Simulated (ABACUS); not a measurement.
# TiO2 (Anatase) (I4_1/amd) in ABACUS: reference runs

How does TiO2 (Anatase) come out in PBEsol? The cell is run as given and disturbed.

All numbers are computed with ABACUS 3.10.1; they aren't measurements. Logs are shortened: lines on timing, memory, paths and dates and some standing lists are left out, and cuts for length are marked.

### 1 The crystal as given

It takes space group I4_1/amd (No. 141, tetragonal). The conventional cell has a = 3.784 Å, b = 3.784 Å, c = 9.515 Å, α = 90.00°, β = 90.00°, γ = 90.00°. Around Ti (site symmetry -4m2) lie 6 O at 1.93 to 1.98 Å. Around O (site symmetry 2mm) lie 3 Ti at 1.93 to 1.98 Å.

### 2 Single point, PBEsol

Input file INPUT:

```
INPUT_PARAMETERS
suffix              TiO2
calculation         scf
basis_type          pw
pseudo_dir          ./
symmetry            1
dft_functional      pbesol
ecutwfc             84
pseudo_rcut         7
nspin               1
nbands              29
ks_solver           dav
smearing_method     fd
smearing_sigma      0.00367493
scf_thr             1e-08
scf_nmax            100
mixing_type         broyden
mixing_beta         0.7
cal_force           1
cal_stress          1
out_chg             1
out_pot             2
out_elf             1
```

Input file STRU:

```
ATOMIC_SPECIES
Ti 47.8670 Ti.upf
O 15.9990 O.upf

LATTICE_CONSTANT
1.8897261246

LATTICE_VECTORS
-1.8921000000 1.8921000000 4.7573000000
1.8921000000 -1.8921000000 4.7573000000
1.8921000000 1.8921000000 -4.7573000000

ATOMIC_POSITIONS
Direct

Ti
0.0
2
0.7500000000 0.2500000000 0.5000000000 1 1 1
0.0000000000 0.0000000000 0.0000000000 1 1 1

O
0.0
4
0.7919000000 0.7919000000 0.0000000000 1 1 1
0.5419000000 0.0419000000 0.5000000000 1 1 1
0.9581000000 0.4581000000 0.5000000000 1 1 1
0.2081000000 0.2081000000 0.0000000000 1 1 1
```

Input file KPT:

```
K_POINTS
0
Gamma
10 10 10 0 0 0
```

Potentials or basis: PseudoDojo NC SR 0.4.1 PBEsol standard, plane waves.

Started as:

```console
$ OMP_NUM_THREADS=1 mpirun -np 4 abacus > log
```

running log:

```text
ABACUS v3.10.1

               Atomic-orbital Based Ab-initio Computation at UStc

 ------------------------------------------------------------------------------------

 READING GENERAL INFORMATION
                           global_out_dir = OUT.TiO2/
                           global_in_card = INPUT
                               pseudo_dir = ./
                              orbital_dir =
                                    DSIZE = 4
                                    GSIZE = 1

 READING UNITCELL INFORMATION
                                    ntype = 2
                  lattice constant (Bohr) = 1.88973
              lattice constant (Angstrom) = 1

 READING ATOM TYPE 1
                               atom label = Ti
                      L=0, number of zeta = 1
                      L=1, number of zeta = 1
                      L=2, number of zeta = 1
             number of atom for this type = 2

 READING ATOM TYPE 2
                               atom label = O
                      L=0, number of zeta = 1
                      L=1, number of zeta = 1
                      L=2, number of zeta = 1
             number of atom for this type = 4

                        TOTAL ATOM NUMBER = 6
DIRECT COORDINATES
    atom                   x                   y                   z     mag                  vx                  vy                  vz
taud_Ti1            0.7500000000        0.2500000000        0.5000000000  0.0000        0.0000000000        0.0000000000        0.0000000000
taud_Ti2            0.0000000000        0.0000000000        0.0000000000  0.0000        0.0000000000        0.0000000000        0.0000000000
taud_O1            0.7919000000        0.7919000000        0.0000000000  0.0000        0.0000000000        0.0000000000        0.0000000000
taud_O2            0.5419000000        0.0419000000        0.5000000000  0.0000        0.0000000000        0.0000000000        0.0000000000
taud_O3            0.9581000000        0.4581000000        0.5000000000  0.0000        0.0000000000        0.0000000000        0.0000000000
taud_O4            0.2081000000        0.2081000000        0.0000000000  0.0000        0.0000000000        0.0000000000        0.0000000000

                          Volume (Bohr^3) = 459.733
                             Volume (A^3) = 68.1253

 Lattice vectors: (Cartesian coordinate: in unit of a_0)
              -1.8921             +1.8921             +4.7573
              +1.8921             -1.8921             +4.7573
              +1.8921             +1.8921             -4.7573
 Reciprocal vectors: (Cartesian coordinate: in unit of 2 pi/a_0)
                   +0           +0.264257           +0.105102
            +0.264257                  +0           +0.105102
            +0.264257           +0.264257                  +0
 The esolver type has been set to : ksdft_pw

                PAO radial cut off (Bohr) = 7

 Read in pseudopotential file is Ti.upf
[... 212 lines left out ...]

 Make real space PAO into reciprocal space.
       max mesh points in Pseudopotential = 701
     dq(describe PAO in reciprocal space) = 0.01
                                    max q = 1104

 number of pseudo atomic orbitals for Ti is 4
WARNING: norm of atomic wavefunction # 3 of atomic type Ti is 0.999523, renormalized
WARNING: norm of atomic wavefunction # 4 of atomic type Ti is 0.990928, renormalized

 number of pseudo atomic orbitals for O is 2
WARNING: norm of atomic wavefunction # 2 of atomic type O is 0.999978, renormalized

 -------------------------------------------
 SELF-CONSISTENT
 -------------------------------------------
                                 init_chg = atomic

 PW ALGORITHM --------------- ION=   1  ELEC=   1--------------------------------

 Density error is 2.70426293245
                          Error Threshold = 0.01
----------------------------------------------------------
     Energy           Rydberg                 eV
----------------------------------------------------------
 E_KohnSham     -368.5114867901      -5013.8559987968
 E_Harris       -369.6562764552      -5029.4316612544
 E_Fermi        0.4497246197         6.1188173585
----------------------------------------------------------
[... 303 lines left out ...]
 Density error is 5.02363305637e-09
                          Error Threshold = 6.88279023985e-11
----------------------------------------------------------
     Energy           Rydberg                 eV
----------------------------------------------------------
 E_KohnSham     -369.8188806052      -5031.6440042121
 E_KS(sigma->0) -369.8188806052      -5031.6440042121
 E_Harris       -369.8190584131      -5031.6464234134
 E_band         -33.6271519116       -457.5208735099
 E_one_elec     -158.5384863142      -2157.0267661681
 E_Hartree      100.3663074666       1365.5536687663
 E_xc           -67.4698324140       -917.9741639349
 E_Ewald        -244.1768693437      -3322.1967428754
 E_entropy(-TS) -0.0000000000        -0.0000000000
 E_descf        0.0000000000         0.0000000000
 E_exx          0.0000000000         0.0000000000
 E_Fermi        0.6118711904         8.3249346318
----------------------------------------------------------

 charge density convergence is achieved
 final etot is -5031.6440042 eV
 EFERMI = 8.3249346318 eV
The vacuum level is 11.684394666 eV

 STATE ENERGY(eV) AND OCCUPATIONS    NSPIN == 1
 1/102 kpoint (Cartesian) = 0.0000 0.0000 0.0000 (1508 pws)
       1       -48.8583     0.00200000
       2       -48.7953     0.00200000
       3       -25.4719     0.00200000
       4       -25.2258     0.00200000
       5       -25.2258     0.00200000
       6       -25.1511     0.00200000
[... 176 lines left out ...]
      28        10.9236    2.14323e-25
      29        11.5517    7.51668e-31

[... levels at 96 further k points ...]

------------------------------------------------------------------------------------------
 TOTAL-FORCE (eV/Angstrom)
------------------------------------------------------------------------------------------
                       Ti1         0.0000000000         0.0000000000         0.0000000000
                       Ti2         0.0000000000         0.0000000000         0.0000000000
                        O1         0.0000000000         0.0000000000         0.0301189272
                        O2         0.0000000000         0.0000000000         0.0301189272
                        O3         0.0000000000         0.0000000000        -0.0301189272
                        O4         0.0000000000         0.0000000000        -0.0301189272
------------------------------------------------------------------------------------------

----------------------------------------------------------------
 TOTAL-STRESS (KBAR)
----------------------------------------------------------------
       -18.5496430032        -0.0000000000        -0.0000000000
        -0.0000000000       -18.5496430032         0.0000000000
        -0.0000000000        -0.0000000000        -9.8589311703
----------------------------------------------------------------
 TOTAL-PRESSURE: -15.652739 KBAR

 --------------------------------------------
 !FINAL_ETOT_IS -5031.6440042121193983 eV
 --------------------------------------------
```

stdout:

```text
ABACUS v3.10.1

               Atomic-orbital Based Ab-initio Computation at UStc
Total thread number: 4,Local thread limit: 192

[... 55 lines left out ...]
 TOTAL-STRESS (KBAR)
----------------------------------------------------------------
       -18.5496430032        -0.0000000000        -0.0000000000
        -0.0000000000       -18.5496430032         0.0000000000
        -0.0000000000        -0.0000000000        -9.8589311703
----------------------------------------------------------------
 TOTAL-PRESSURE: -15.652739 KBAR
```

Wall time 4.4 min (4 MPI ranks of Intel Xeon 6975P-C (Granite Rapids), shared host); peak memory 0.6 GiB.

What came out:

```
Free energy            : -5031.6440 eV
Pressure               : -1.6 GPa
Largest force          : 0.030 eV/Å
Band gap on the k mesh : 2.11 eV, indirect (least direct gap 2.45 eV)
```

Forces in eV/Å, atoms in the order of the input:
```
Ti   0.000  0.000  0.000
Ti   0.000  0.000  0.000
O    0.000  0.000  0.030
O    0.000  0.000  0.030
O    0.000  0.000 -0.030
O    0.000  0.000 -0.030
```

Caveat: there are fewer bands than atomic start orbitals, so a level may be missed at k points of high symmetry. As with any semilocal functional, this PBEsol gap is likely too small.

### 3 Single point, PBEsol (atoms moved at random, drawn with an rms of 0.05 Å)

INPUT: that of step 2 with these lines changed.

```diff
@@ -20,4 +20,2 @@
 cal_stress          1
-out_chg             1
-out_pot             2
-out_elf             1
+kpar                4
```

Input file STRU:

```
ATOMIC_SPECIES
Ti 47.8670 Ti.upf
O 15.9990 O.upf

LATTICE_CONSTANT
1.8897261246

LATTICE_VECTORS
-1.8921000000 1.8921000000 4.7573000000
1.8921000000 -1.8921000000 4.7573000000
1.8921000000 1.8921000000 -4.7573000000

ATOMIC_POSITIONS
Direct

Ti
0.0
2
0.7492480000 0.2497380000 0.4942780000 1 1 1
0.0029960000 -0.0032250000 0.0002190000 1 1 1

O
0.0
4
0.7826300000 0.7950910000 -0.0026270000 1 1 1
0.5414520000 0.0397660000 0.5011680000 1 1 1
0.9502900000 0.4498680000 0.4760920000 1 1 1
0.2155060000 0.2096870000 0.0055930000 1 1 1
```

KPT is that of step 2.

Potentials or basis: PseudoDojo NC SR 0.4.1 PBEsol standard, plane waves.

Started as:

```console
$ OMP_NUM_THREADS=1 mpirun -np 4 abacus > log
```

Run time: 17 min. Hardware: 4 MPI ranks of Intel Xeon 6975P-C (Granite Rapids), shared host; peak memory 2 GiB.

The run converged. Its results:

```yaml
Free_energy: -5031.5860 eV
Pressure: -2.4 GPa
Largest_force: 0.912 eV/Å
Band_gap_on_the_k_mesh: 2.04 eV, indirect (least direct gap 2.43 eV)
```

Forces in eV/Å, atoms in the order of the input:
```
Ti   0.038  0.032 -0.326
Ti  -0.052 -0.025  0.264
O   -0.603  0.242  0.345
O   -0.153 -0.088  0.363
O    0.744  0.222 -0.478
O    0.027 -0.384 -0.167
```

Stress tensor (GPa, compression positive):
```
-0.06 -0.02  1.23
-0.02 -2.94 -0.17
 1.23 -0.17 -4.32
```

Levels at points of the mesh, in eV from the valence-band top:
| k point | band 22 | band 23 | band 24 | band 25 | band 26 | band 27 |
| --- | --- | --- | --- | --- | --- | --- |
| (0.00, 0.00, 0.00) | -0.76 | -0.58 | -0.48 | 2.04 | 2.82 | 3.74 |
| (0.50, 0.00, 0.00) | -1.08 | -0.99 | -0.69 | 3.20 | 3.34 | 3.47 |
| (0.00, 0.50, 0.00) | -0.96 | -0.92 | -0.65 | 3.22 | 3.47 | 3.54 |
| (0.50, 0.50, 0.00) | -2.16 | -0.04 | 0.00 | 3.30 | 3.38 | 3.76 |
| (0.00, 0.00, 0.50) | -2.15 | -0.05 | 0.00 | 3.30 | 3.37 | 3.79 |
| (0.50, 0.00, 0.50) | -0.96 | -0.92 | -0.73 | 3.24 | 3.49 | 3.61 |
| (0.00, 0.50, 0.50) | -1.08 | -0.99 | -0.68 | 3.12 | 3.43 | 3.52 |
| (0.50, 0.50, 0.50) | -1.32 | -0.21 | -0.18 | 2.38 | 2.44 | 3.68 |

Caveat: there are fewer bands than atomic start orbitals, so a level may be missed at k points of high symmetry. A k mesh can miss the band edges.
